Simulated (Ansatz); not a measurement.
# MnS: the cost of one run

Method: DFT PBE with spin–orbit coupling, plane waves, PAW (the target; the first runs use scalar-relativistic PBE), in Ansatz 0.2.0.

1 further run of the same task is left out (set aside as unsound or not needed). Runs told in other sessions of the task aren't counted.

## 1. The system as given

It takes space group F-43m (No. 216, cubic). Conventional cell: a = 5.619 Å, b = 5.619 Å, c = 5.619 Å, α = 90.00°, β = 90.00°, γ = 90.00°. Mn (site symmetry -43m) is surrounded by 4 S at 2.43 Å. S (site symmetry -43m) is surrounded by 4 Mn at 2.43 Å.

As a file:

```cif
data_structure
_symmetry_space_group_name_H-M 'F-43m'
_symmetry_Int_Tables_number 216
_cell_length_a 5.6186
_cell_length_b 5.6186
_cell_length_c 5.6186
_cell_angle_alpha 90.000
_cell_angle_beta 90.000
_cell_angle_gamma 90.000
_cell_volume 177.37
loop_
_atom_site_label
_atom_site_type_symbol
_atom_site_symmetry_multiplicity
_atom_site_Wyckoff_symbol
_atom_site_fract_x
_atom_site_fract_y
_atom_site_fract_z
_atom_site_occupancy
Mn1 Mn 4 a 0.00000 0.00000 0.00000 1
S1 S 4 c 0.25000 0.25000 0.25000 1
```

Starting moments: Mn 5.00 μB.

## 2. At the starting volume (PBE, 6×6×6 mesh)

input.yaml

```yaml
crystal:
  lattice:
    - [0.0, 2.8093023939, 2.8093023939]
    - [2.8093023939, 0.0, 2.8093023939]
    - [2.8093023939, 2.8093023939, 0.0]
  atoms:
    - { symbol: Mn, position: [0.0, 0.0, 0.0], spin: 5.0 }
    - { symbol: S, position: [0.75, 0.75, 0.75] }
basis:
  ecutwfc: 420
  ecutrho_ratio: 4
kpoints:
  mp_grid: { grid: [6, 6, 6] }
hamiltonian:
  xc: pbe
scf:
  occupations: { method: gaussian, width: 0.05 }
output:
  forces: true
  stress: true
  eigenvalues: true
  populations: true
magnetization:
  spin_polarized: true
```

On the command line:

```sh
$ ansatz run input.yaml --threads 4 --pin off --max-ram 7168MiB --backend cpu --events-out ev --progress --plain --runs-dir out
```

Q: Estimate wall time and peak memory on 4 threads of Arm Neoverse V2, shared host.

About 1.1 s, with a peak of 0.32 GiB.
